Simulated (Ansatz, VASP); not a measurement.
Al: VASP beside Ansatz

```
Al
1.0
     0.00000    1.99178    1.99178
     1.99178    0.00000    1.99178
     1.99178    1.99178    0.00000
Al
1
Direct
  0.00000 0.00000 0.00000
```

Alike in both runs: functional LDA; k mesh 18 × 18 × 18; occupations fermi-dirac, width 0.05 eV; no spin polarisation.

Ansatz relaxed the structure, and its values are those at the end. VASP's run is a single point on that final structure, the one shown.

|  | VASP | Ansatz |
| --- | --- | --- |
| version | VASP 6.6.1 | Ansatz 0.2.0 |
| potentials or method | VASP PAW LDA potentials, release 64 (Al) | PAW with Ansatz's default frozen-core files, scalar-relativistic |
| plane-wave cutoff (eV) | 520 | 420 |
| valence electrons in the cell | 3 | 3 |

```tsv
	VASP	Ansatz	Ansatz less VASP
pressure (GPa)	0.1	0.0	-0.07
```
